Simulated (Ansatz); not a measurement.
Input and output for Fe (dhcp type): DFT, PBE, all-electron LAPW, scalar-relativistic (Ansatz 0.2.0). This run: single point at the cell that PAW relaxed from the dhcp type at 140 GPa.

The cell comes from a relaxation on PAW files under the same functional, begun from a prototype that needn't be the stable phase.

Command: `ansatz run input.yaml --threads 2 --pin off --max-ram 7168MiB --backend cpu --events-out ev --progress --plain --runs-dir out` It took 2.2 min on 2 threads of Arm Neoverse V1 (shared host), peak memory 1.2 GiB.

```yaml
crystal:
  lattice:
    - [2.2393990406, 0.0, 0.0]
    - [-1.1196995203, 1.9393764583, 0.0]
    - [0.0, 0.0, 7.2266608903]
  atoms:
    - { symbol: Fe, position: [0.0, 0.0, 0.0], spin: 2.5 }
    - { symbol: Fe, position: [0.0, 0.0, 0.5], spin: 2.5 }
    - { symbol: Fe, position: [0.3333333333, 0.6666666667, 0.25], spin: 2.5 }
    - { symbol: Fe, position: [0.6666666667, 0.3333333333, 0.75], spin: 2.5 }
magnetization:
  spin_polarized: true
kpoints:
  mp_grid: { grid: [16, 16, 5] }
scf:
  occupations: { method: fermi_dirac, width: 0.08 }
hamiltonian:
  xc: pbe
  pseudopotentials: { kind: all_electron, lapw: { basis_error: 0.0005 } }
output:
  forces: true
  stress: true
  eigenvalues: true
  populations: true
```

Output:

```
Fe: projections on atomic orbitals take those of the free atom 1s2 2s2 2p6 3s2 3p6 3d6 4s2, of charge +0.00 (hamiltonian.pseudopotentials.projection_atoms)
LAPW: plane waves up to 10.574 Å⁻¹, error target 5.0e-4 eV per atom; small_component_spin mean_spin; Fe in spheres of 1.111 Å, 16 of its electrons in bands, Dirac shells [] (how accurate: hamiltonian.pseudopotentials.lapw.basis_error, Limitations)
Engine: ansatz 0.2.0
Pseudopotentials: kind: all_electron
Pseudopotential: Fe, LAPW, valence charge 16, lapw/all_electron/scalar/gaussian/Fe, Koelling and Harmon's equation, gaussian nucleus
Functional definition: PBE
  parameter kappa = 0.804
  parameter beta = 0.06672455060314922
  exchange = pbe_x(kappa = kappa, mu = beta*pi^2/3)
  correlation = pbe_c(beta = beta)
Crystal: 4 atoms, lattice volume = 31.386 Å³
Basis set: ecut = 426.02638041753494 eV, 637 PW (Γ), exchange–correlation at level 2
Bands: 45, of which v1, the nominal top of the filled ones, is band 32 counted from 1 (31 counted from 0)
Symmetry: 24 space group operations
Space group: P63/mmc (ITA 194), of the structure as read, at distance tolerance 3.2e-5 Å
Magnetic group: BNS 194.263 (UNI 1493), of the structure as read, at distance tolerance 3.2e-5 Å
k-points: 90 of 1280
Non-local potential: Fe, projectors of the file, none
Initial density: superposition of atomic densities (chi_scale 0.1, normalization cell)
Starting moments: Σ|m| = 10 μB on 4 of 4 sites
Initial wavefunctions: plane waves of lowest kinetic energy (no species holds an atomic orbital)
Functional: x = pbe(κ = 0.804, μ = 0.2195149727645171), c = pbe(β = 0.06672455060314922)
iter 1 solved again at ethr=1.02e-4 eV; its pass at ethr=1.00e-1 eV (dr2=6.53e-2 eV) is discarded
SCF iter   1: F=—  HF=-138533.708937 eV  |F-HF|=—  |Δ(HF+E_count)|=         —  Δρ=1.43e-1 (↑1.43e-1 ↓1.35e-1)  dr2=6.62e-2  dr2_m=5.49e0  M=2.057 μB ∫|m|=2.066 μB  β_m=0.30  ethr=1.02e-4  ⟨swp⟩=3.0  Hψ=60866  notcnv=0
Mixer restart at iter 1: flushing history
preconditioner: auto → none  [metal: Δε(μ)=0.002 eV  Ē_g=11.484 eV  σ=0.080 eV  W_gap=0.01  n_scr=6 (ndim 8)  ℏωp=37.5 eV  f_vac=0.000  D(μ)=3.95/eV (n_scr^D=64)  sad-step TF]
SCF iter   2: F=—  HF=-138533.127675 eV  |F-HF|=—  |Δ(HF+E_count)|=   5.81e-1  Δρ=1.03e-1 (↑1.03e-1 ↓1.00e-1)  dr2=2.24e-2  dr2_m=2.96e0  M=1.791 μB ∫|m|=1.803 μB  β_m=0.65  ethr=1.02e-4  ⟨swp⟩=2.5  Hψ=25390  notcnv=0
SCF iter   3: F=—  HF=-138533.628650 eV  |F-HF|=—  |Δ(HF+E_count)|=   5.01e-1  Δρ=2.60e-2 (↑2.60e-2 ↓1.57e-2)  dr2=1.23e-1  dr2_m=6.48e-2  M=0.512 μB ∫|m|=0.564 μB  β_m=0.52  ethr=3.49e-5  ⟨swp⟩=3.0  Hψ=27935  notcnv=0
SCF iter   4: F=—  HF=-138532.642168 eV  |F-HF|=—  |Δ(HF+E_count)|=         —  Δρ=5.36e-3 (↑5.36e-3 ↓3.20e-3)  dr2=5.86e-3  dr2_m=4.59e-3  M=0.391 μB ∫|m|=0.450 μB  β_m=0.74  ethr=3.49e-5  ⟨swp⟩=3.0  Hψ=27611  notcnv=0
the basis was enlarged: its passes take 2.0 MiB over the memory plan, 2 of 2 planned eigensolver slots
SCF iter   5: F=—  HF=-138532.650296 eV  |F-HF|=—  |Δ(HF+E_count)|=   8.13e-3  Δρ=5.13e-3 (↑3.47e-3 ↓5.13e-3)  dr2=4.69e-2  dr2_m=9.86e-4  M=0.224 μB ∫|m|=0.269 μB  β_m=0.58  ethr=9.15e-6  ⟨swp⟩=3.0  Hψ=25403  notcnv=0
SCF iter   6: F=—  HF=-138532.646600 eV  |F-HF|=—  |Δ(HF+E_count)|=   3.70e-3  Δρ=2.48e-3 (↑2.48e-3 ↓1.03e-3)  dr2=3.02e-3  dr2_m=7.26e-4  M=0.202 μB ∫|m|=0.248 μB  β_m=0.79  ethr=9.15e-6  ⟨swp⟩=2.8  Hψ=23365  notcnv=0
iter 7 solved again at ethr=3.83e-8 eV; its pass at ethr=4.72e-6 eV (dr2=2.45e-5 eV) is discarded
SCF iter   7: F=—  HF=-138532.649602 eV  |F-HF|=—  |Δ(HF+E_count)|=   3.00e-3  Δρ=8.02e-4 (↑8.02e-4 ↓6.23e-4)  dr2=2.45e-5  dr2_m=1.41e-4  M=-0.014 μB ∫|m|=0.023 μB  β_m=0.90  ethr=3.83e-8  ⟨swp⟩=2.6  Hψ=39143  notcnv=0
SCF iter   8: F=—  HF=-138532.649643 eV  |F-HF|=—  |Δ(HF+E_count)|=   4.15e-5  Δρ=2.10e-4 (↑2.10e-4 ↓1.91e-4)  dr2=7.10e-6  dr2_m=1.07e-5  M=-0.014 μB ∫|m|=0.016 μB  β_m=0.95  ethr=3.83e-8  ⟨swp⟩=2.5  Hψ=22548  notcnv=0
SCF iter   9: F=—  HF=-138532.649650 eV  |F-HF|=—  |Δ(HF+E_count)|=   6.95e-6  Δρ=5.32e-5 (↑4.70e-5 ↓5.32e-5)  dr2=4.00e-6  dr2_m=2.54e-7  M=-0.003 μB ∫|m|=0.004 μB  β_m=0.81  ethr=1.11e-8  ⟨swp⟩=3.0  Hψ=24531  notcnv=0
SCF iter  10: F=—  HF=-138532.649647 eV  |F-HF|=—  |Δ(HF+E_count)|=   3.11e-6  Δρ=1.19e-5 (↑1.04e-5 ↓1.19e-5)  dr2=6.80e-8  dr2_m=2.36e-8  M=-0.001 μB ∫|m|=0.002 μB  β_m=0.83  ethr=6.26e-9  ⟨swp⟩=2.2  Hψ=22349  notcnv=0
SCF iter  11: F=—  HF=-138532.649647 eV  |F-HF|=—  |Δ(HF+E_count)|=   1.62e-7  Δρ=4.22e-6 (↑4.22e-6 ↓4.14e-6)  dr2=3.15e-9  dr2_m=4.54e-9  M=-0.000 μB ∫|m|=0.000 μB  β_m=0.86  ethr=1.06e-10  ⟨swp⟩=3.0  Hψ=24483  notcnv=0
SCF iter  12: F=—  HF=-138532.649647 eV  |F-HF|=—  |Δ(HF+E_count)|=   7.39e-9  Δρ=9.55e-7 (↑8.63e-7 ↓9.55e-7)  dr2=5.77e-11  dr2_m=2.08e-10  M=-0.000 μB ∫|m|=0.000 μB  β_m=0.80  ethr=4.92e-12  ⟨swp⟩=3.0  Hψ=23480  notcnv=0
SCF iter  13: F=—  HF=-138532.649647 eV  |F-HF|=—  |Δ(HF+E_count)|=  1.46e-10  Δρ=4.29e-7 (↑3.10e-7 ↓4.29e-7)  dr2=2.92e-11  dr2_m=2.87e-11  M=0.000 μB ∫|m|=0.000 μB  β_m=0.81  ethr=1.76e-12 (applied; sched 1.00e-12)  ⟨swp⟩=2.2  Hψ=22335  notcnv=0
SCF iter  14: F=-138532.649647 eV  HF=-138532.649647 eV  |F-HF|=2.12e-9  |Δ(HF+E_count)|=  1.75e-10  Δρ=5.84e-7 (↑5.65e-7 ↓5.84e-7)  dr2=9.16e-10  dr2_m=2.48e-12  M=-0.000 μB ∫|m|=0.000 μB  ethr=1.68e-12 (applied; sched 1.00e-12)  ⟨swp⟩=2.0  Hψ=22280  notcnv=0
SCF 1 converged in 14 iterations: F = -138532.649647 eV  dr2 = 9.16e-10
[... lines left out ...]
Absolute magnetization: 0.0000 μB (∫|ρ↑−ρ↓|)
Spin contamination: 0.0000 ħ² per cell (⟨S²⟩ above its minimum at these occupations)
Per-site moments (μB) at R_I (Å): [(-3.6903520417297386e-7, 1.1108189659346268), (-3.6903520417297386e-7, 1.1108189659346268), (5.370033306917321e-9, 1.1108189659346268), (5.370033306917321e-9, 1.1108189659346268)]
Free energy (F): -138532.649647 eV
Harris-Foulkes:  -138532.649647 eV  (|F-HF|=2.12e-9)
Internal energy: -138532.546939 eV  (E = F + TS)
E sigma→0 (E₀):  -138532.598293 eV
Entropy (-TS):   -0.102709 eV (-25.677 meV/atom)
Fermi energy:    28.757074 eV
--- Per-component energies (eV) ---
  E_band       = -255.071002
  E_kinetic    = 140520.894058
  E_xc         = -6104.258597
  E_electrostatic = -272949.182400  (all electrons and nuclei)
  E_smearing   = -0.102709  (= −TS)
  E_closure    = 0.000000  (closes the sum)
  E_atoms      = -138500.018459  (free atoms, spherical and without spin; not in F)
  Σ components = -138532.649647   (vs F -138532.649647, Δ=0.00e0)
  Basis errors (estimates in eV, not in F): energy 1.1e-4 per atom: plane waves 9.7e-5 (4.9e-5 summed), levels above the bands 9.4e-88, relativity 8.5e-9, radial functions 8.2e-6, core shells 1.3e-7; eigenvalues (radial functions only) 1.0e-6; not estimated: angular momenta, meshes, grids; target (lapw.basis_error) 5.0e-4; muffin-tin radii Fe 1.111 Å
--- Forces (eV/Å), atoms counted from 1 ---
  atom   1  Fe     0.00000000     0.00000000     0.00000000
  atom   2  Fe    -0.00000000     0.00000000    -0.00000000
  atom   3  Fe     0.00000000     0.00000000    -0.00000000
  atom   4  Fe     0.00000000    -0.00000000     0.00000000
  max |Σ_I F_I| component: 4.63e-18 eV/Å
--- Stress (GPa, compression-positive) ---
      139.910523      -0.000000      -0.000000
       -0.000000     139.910523       0.000000
       -0.000000       0.000000     139.871873
  P = ⅓ Tr σ = 139.8976 GPa (1398.976 kbar)
--- Band table (eV; the first three rows and the last of 180) ---
  k-point 0 ↑: bands = ["-59.0066", "-58.8417", "-58.8190", "-58.6501", "-25.6647", "-24.9744", "-24.9233", "-24.4206", "-24.4206", "-24.3293", "-24.3293", "-24.3217", "-24.3217", "-24.2294", "-24.2294", "-24.2045", "18.3007", "21.0476", "21.0535", "22.0338", "25.7060", "25.7156", "26.1026", "26.1026", "26.1646", "26.1646", "26.3811", "26.6722", "26.6722", "26.7965", "26.7965", "28.0721", "28.0721", "28.7301", "28.7301", "29.2094", "29.2802", "29.2802", "30.0849", "30.0849", "40.3243", "48.4137", "48.7755", "52.2145", "52.3385"]
  k-point 1 ↑: bands = ["-58.9981", "-58.8863", "-58.7740", "-58.6590", "-25.6303", "-25.1742", "-24.7208", "-24.4160", "-24.4160", "-24.3552", "-24.3552", "-24.2957", "-24.2957", "-24.2416", "-24.2342", "-24.2342", "18.4375", "20.2464", "21.6745", "22.0465", "25.7342", "26.0490", "26.1387", "26.1387", "26.2045", "26.2045", "26.3199", "26.6089", "26.6089", "26.7280", "26.7280", "28.1534", "28.1534", "28.6780", "28.6780", "28.8207", "29.3723", "29.3723", "30.0184", "30.0184", "40.8728", "46.4141", "50.4876", "52.3831", "52.3990"]
  k-point 2 ↑: bands = ["-58.9734", "-58.9348", "-58.7245", "-58.6847", "-25.5302", "-25.3733", "-24.5146", "-24.4025", "-24.4025", "-24.3816", "-24.3816", "-24.3489", "-24.2691", "-24.2691", "-24.2478", "-24.2478", "18.8370", "19.4640", "21.9842", "22.0591", "25.9285", "26.1527", "26.2329", "26.2329", "26.2856", "26.2856", "26.5018", "26.5018", "26.5762", "26.5762", "26.8374", "27.8858", "28.3392", "28.3392", "28.5355", "28.5355", "29.5927", "29.5927", "29.8368", "29.8368", "42.3044", "44.2465", "51.7600", "52.4013", "52.7222"]
  k-point 89 ↓: bands = ["-58.6033", "-58.6013", "-58.5732", "-58.5713", "-25.3290", "-25.3112", "-25.2901", "-25.2145", "-25.0757", "-25.0495", "-24.9627", "-24.9279", "-24.6465", "-24.5693", "-24.5280", "-24.5162", "23.2209", "23.2420", "23.9315", "23.9875", "24.1254", "24.2223", "24.2349", "24.2959", "25.6948", "25.7788", "25.8479", "25.8852", "27.6194", "27.6415", "28.5362", "28.5990", "29.6786", "29.8100", "30.1030", "30.1035", "36.0379", "36.3276", "38.2105", "38.2732", "38.8582", "39.3821", "41.9193", "42.1090", "44.7532"]
--- Löwdin populations: 4 sites ---
  site symbol       q [e]    m [muB]
     0     Fe     25.8390    -0.0000
     1     Fe     25.8390    -0.0000
     2     Fe     25.8468    -0.0000
     3     Fe     25.8468    -0.0000
  spilling = 0.006042 (of n_electrons = 104.000000)
```

populations.tsv:

```
# site	symbol	l	j	q_up	q_dn
# orbitals = lowdin
# n_electrons = 104.000000
# spilling = 0.006042
# projection_atom_Fe: 1s2 2s2 2p6 3s2 3p6 3d6 4s2
0	Fe	0_1S	-	0.999984	0.999984
0	Fe	0_2S	-	0.999127	0.999127
0	Fe	0_3S	-	0.979340	0.979340
0	Fe	0_4S	-	0.438448	0.438448
0	Fe	1_2P	-	2.999994	2.999994
0	Fe	1_3P	-	2.997564	2.997564
0	Fe	2_3D	-	3.505064	3.505064
1	Fe	0_1S	-	0.999984	0.999984
1	Fe	0_2S	-	0.999127	0.999127
1	Fe	0_3S	-	0.979340	0.979340
1	Fe	0_4S	-	0.438448	0.438448
1	Fe	1_2P	-	2.999994	2.999994
1	Fe	1_3P	-	2.997564	2.997564
1	Fe	2_3D	-	3.505064	3.505064
2	Fe	0_1S	-	0.999984	0.999984
2	Fe	0_2S	-	0.999127	0.999127
2	Fe	0_3S	-	0.979352	0.979352
2	Fe	0_4S	-	0.439261	0.439261
2	Fe	1_2P	-	2.999994	2.999994
2	Fe	1_3P	-	2.997524	2.997524
2	Fe	2_3D	-	3.508158	3.508157
3	Fe	0_1S	-	0.999984	0.999984
3	Fe	0_2S	-	0.999127	0.999127
3	Fe	0_3S	-	0.979352	0.979352
3	Fe	0_4S	-	0.439261	0.439261
3	Fe	1_2P	-	2.999994	2.999994
3	Fe	1_3P	-	2.997524	2.997524
3	Fe	2_3D	-	3.508158	3.508157
```

Next run (sc relaxed under pressure), as changes to the input before:

```diff
   lattice:
-    - [2.2393990406, 0.0, 0.0]
-    - [-1.1196995203, 1.9393764583, 0.0]
-    - [0.0, 0.0, 7.2266608903]
+    - [2.0335173811, 0.0, 0.0]
+    - [0.0, 2.0335173811, 0.0]
+    - [0.0, 0.0, 2.0335173811]
   atoms:
-    - { symbol: Fe, position: [0.0, 0.0, 0.5], spin: 2.5 }
-    - { symbol: Fe, position: [0.3333333333, 0.6666666667, 0.25], spin: 2.5 }
-    - { symbol: Fe, position: [0.6666666667, 0.3333333333, 0.75], spin: 2.5 }
 magnetization:
 kpoints:
-  mp_grid: { grid: [16, 16, 5] }
+  mp_grid: { grid: [18, 18, 18] }
 scf:
   eigenvalues: true
-  populations: true
+relax:
+  f_tol: 0.005
+  max_steps: 12
+  cell: { p_target: 140.0, stress_tol: 0.07 }
```

Results part of the output:

```
basis re-selected at this cell: Δ(F+E_penalty+E_count) = -1.455e-11 eV, ΔP = +0.000 GPa vs the last step (what re-selecting the basis moved, after the strain that the cell walked since its last selection, with what the two solves' SCF thresholds leave and, on support functions, any second-order correction that the steps lacked; it is no measure of the basis error at this ecutwfc). This SCF's stress stands 1.94e-2 GPa from its target on what of the cell is left free (relax.cell.stress_tol is 7.00e-2 GPa) and its largest allowed force component is 0.00e0 eV/Å (relax.f_tol is 5.00e-3 eV/Å): within both
SCF converged after 3 iterations
Magnetization: -0.0000 μB (11.0000 up, 11.0000 down)
Absolute magnetization: 0.0000 μB (∫|ρ↑−ρ↓|)
Spin contamination: 0.0000 ħ² per cell (⟨S²⟩ above its minimum at these occupations)
Per-site moments (μB) at R_I (Å): [(-5.760095174167645e-7, 0.9862559151371405)]
Free energy (F): -34631.948421 eV
Harris-Foulkes:  -34631.948421 eV  (|F-HF|=7.28e-12)
Internal energy: -34631.918293 eV  (E = F + TS)
E sigma→0 (E₀):  -34631.933357 eV
Entropy (-TS):   -0.030128 eV (-30.128 meV/atom)
Fermi energy:    27.056000 eV
--- Per-component energies (eV) ---
  E_band       = -4078.322043
  E_kinetic    = 35130.375873
  E_xc         = -1526.738152
  E_electrostatic = -68235.556014  (all electrons and nuclei)
  E_smearing   = -0.030128  (= −TS)
  E_closure    = 0.000000  (closes the sum)
  E_atoms      = -34625.004615  (free atoms, spherical and without spin; not in F)
  Σ components = -34631.948421   (vs F -34631.948421, Δ=0.00e0)
  Basis errors (estimates in eV, not in F): energy 1.8e-4 per atom: plane waves 1.7e-4 (9.4e-5 summed), levels above the bands 4.7e-125, relativity 3.9e-8, radial functions 1.6e-5, core shells 4.2e-7; eigenvalues (radial functions only) 2.7e-6; not estimated: angular momenta, meshes, grids; target (lapw.basis_error) 5.0e-4; muffin-tin radii Fe 0.986 Å
--- Forces (eV/Å), atoms counted from 1 ---
  atom   1  Fe     0.00000000    -0.00000000     0.00000000
  max |Σ_I F_I| component: 4.60e-31 eV/Å
--- Stress (GPa, compression-positive) ---
      140.019363       0.000000       0.000000
        0.000000     140.019363       0.000000
        0.000000       0.000000     140.019363
  P = ⅓ Tr σ = 140.0194 GPa (1400.194 kbar)
--- Band table (eV; the first three rows and the last of 440) ---
  k-point 0 ↑: bands = ["-664.2782", "-664.2782", "-664.2782", "-60.9001", "-25.9681", "-25.9681", "-25.9681", "16.7627", "21.1208", "21.1208", "28.5967", "28.5967", "28.5967", "51.8986", "51.8986", "51.8986", "57.2955"]
  k-point 1 ↑: bands = ["-664.2782", "-664.2782", "-664.2782", "-60.8909", "-26.0226", "-25.9634", "-25.9634", "16.8936", "21.1493", "21.2240", "28.5054", "28.5054", "28.6038", "50.5939", "52.0904", "52.0904", "57.1778"]
  k-point 2 ↑: bands = ["-664.2782", "-664.2782", "-664.2782", "-60.8642", "-26.1788", "-25.9499", "-25.9499", "17.2737", "21.2322", "21.5286", "28.2479", "28.2479", "28.6241", "48.1056", "52.6503", "52.6503", "56.8326"]
  k-point 219 ↓: bands = ["-664.2782", "-664.2782", "-664.2782", "-60.0060", "-27.1825", "-27.1825", "-27.1825", "21.3951", "21.3951", "21.3951", "30.4537", "30.4537", "39.8357", "45.4705", "45.4705", "45.4705", "49.6580"]
--- Relaxed structure (1 steps of the walk, 1 accepted, 1 SCFs on fresh bases) ---
  F+E_penalty+E_count = -34631.94842080 eV   max|allowed force component| = 0.000e0 eV/Å   (the final SCF, on the basis selected at the relaxed cell)
  cell:  # Å, volume = 8.4090 Å³
    - [2.0335173811, 0.0, 0.0]
    - [0.0, 2.0335173811, 0.0]
    - [0.0, 0.0, 2.0335173811]
  atoms:
    - { symbol: Fe, position: [0.0, 0.0, 0.0] }
```

The start moments died away, and the runs ended non-magnetic.
